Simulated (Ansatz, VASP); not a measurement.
**One calculation of Pt, two programs**

Contents of INCAR:

```
SYSTEM = Pt
PREC = Accurate ; ENCUT = 520
EDIFF = 1E-7 ; ISMEAR = 0
SIGMA = 0.013000000000000001 ; LREAL = .False.
LASPH = .True. ; NELM = 100
ALGO = Normal ; ISIF = 2
LWAVE = .False. ; LCHARG = .False.
GGA = PE ; NBANDS = 11
```

File KPOINTS:

```
regular mesh
0
Gamma
  12 12 12
  0 0 0
```

The input POSCAR:

```
Pt
1.0
    0.0000000000      1.9609000000      1.9609000000
    1.9609000000      0.0000000000      1.9609000000
    1.9609000000      1.9609000000      0.0000000000
Pt
1
Direct
    0.0000000000      0.0000000000      0.0000000000
```

Contents of input.yaml:

```yaml
crystal:
  lattice:
    - [0.0, 1.9609, 1.9609]
    - [1.9609, 0.0, 1.9609]
    - [1.9609, 1.9609, 0.0]
  atoms:
    - { symbol: Pt, position: [0.0, 0.0, 0.0] }
hamiltonian:
  xc: pbe
  pseudopotentials: { kind: paw }
kpoints:
  mp_grid: { grid: [12, 12, 12] }
scf:
  occupations: { method: gaussian, width: 0.013 }
output:
  forces: true
  stress: true
  eigenvalues: true
```

Alike in both runs: task single point; functional PBE; k mesh 12 × 12 × 12; occupations gaussian, width 0.013 eV; no spin polarisation.

```csv
,VASP,Ansatz
version,VASP 6.6.1,Ansatz 0.2.0
potentials or method,"VASP PAW PBE potentials, release 64 (Pt)",Ansatz PAW
plane-wave cutoff (eV),520,420
valence electrons in the cell,10,18
```

VASP gave:

| Quantity | Value |
| --- | --- |
| gap on the k mesh at the Fermi level (eV) | none |
| pressure (GPa) | 9.7 |

What did Ansatz give for the same quantities?

gap on the k mesh at the Fermi level (eV): none; pressure (GPa): 10.2.

A gap of «none» marks a metal or a gap that the smearing closes. The two sets of potentials don't hold the same shells in valence.

The runs have no spin-orbit coupling, so splittings on Pt are missing.
